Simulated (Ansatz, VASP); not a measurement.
# CdTe: VASP beside Ansatz

```
Cd Te
1.0
     0.00000    3.12487    3.12487
     3.12487    0.00000    3.12487
     3.12487    3.12487    0.00000
Cd Te
1 1
Direct
  0.00000 0.00000 0.00000
  0.75000 0.75000 0.75000
```

Change from the starting cell: strain -0.025 along x and y, -0.025 along z, atoms carried along.

Alike in both runs: task single point; functional r2SCAN; k mesh 8 × 8 × 8; occupations gaussian, width 0.05 eV; no spin polarisation.

```csv
,VASP,Ansatz
version,VASP 6.6.1,Ansatz 0.2.0
potentials or method,"VASP PAW PBE potentials, release 64 (Cd, Te)","scalar-relativistic, plane waves, PAW"
plane-wave cutoff (eV),520,500
valence electrons in the cell,18,36
```

Ansatz gave:

```
gap on the k mesh at the Fermi level (eV) : 1.64
least direct gap on the mesh (eV)         : 1.64
pressure (GPa)                            : 8.1
```

Q: Estimate VASP's values.

A: gap on the k mesh at the Fermi level (eV): 1.64; least direct gap on the mesh (eV): 1.64; pressure (GPa): 8.3.

The two sets of potentials don't hold the same shells in valence.

Caveats: the PAW data sets were made with another functional, which shifts forces and pressure a little (VASP); spin-orbit coupling is left out, which moves the levels of the heavy elements.
